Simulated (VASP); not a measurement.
**BN: single point with PBE**

**Measured values to compare with.**

A printed reference work, monograph reports, for a bulk crystal of BN at 300 K: band gap 6.4 eV (indirect).

Crystal: BN.

```
B N
1.0
     0.00000    1.81234    1.81234
     1.81234    0.00000    1.81234
     1.81234    1.81234    0.00000
B N
1 1
Direct
  0.00000 0.00000 0.00000
  0.75000 0.75000 0.75000
```

```json
{"Program": "VASP 6.6.1", "Task": "single point", "Functional": "PBE", "Potentials or basis": "VASP PAW PBE potentials, release 64 (B, N)", "Cutoff": "520 eV", "k mesh": "24 × 24 × 24", "Occupations": "gaussian, width 0.05 eV", "Spin": "no spin polarisation"}
```

| Item | Value |
| --- | --- |
| Pressure | 0.2 GPa |
| Band gap on the k mesh | 4.45 eV, indirect (least direct gap 8.78 eV) |

Levels at points of the mesh, in eV from the valence-band top:
| k point | band 1 | band 2 | band 3 | band 4 | band 5 | band 6 | band 7 | band 8 | band 9 |
| --- | --- | --- | --- | --- | --- | --- | --- | --- | --- |
| (0.00, 0.00, 0.00) | -20.14 | 0.00 | 0.00 | 0.00 | 8.78 | 8.78 | 8.78 | 10.22 | 24.60 |
| (0.50, 0.00, 0.00) | -15.96 | -10.62 | -1.93 | -1.93 | 10.04 | 10.66 | 10.66 | 15.17 | 23.34 |
| (0.50, 0.50, 0.00) | -14.61 | -8.86 | -4.86 | -4.86 | 4.45 | 9.19 | 17.79 | 17.79 | 20.65 |

Run time: 18 s on 1 thread of Intel(R) Xeon(R) 6975P-C (Granite Rapids) (shared host), peak memory 0.16 GiB.

Measured gap of BN: 6.4 eV (indirect; 300 K; a printed reference work, monograph). This calculation gives 4.45 eV (-1.95 eV). The value is that of PBE on a finite k mesh, which can miss the band edges, without temperature or zero-point motion. Semilocal functionals fall short of measured gaps as a rule.
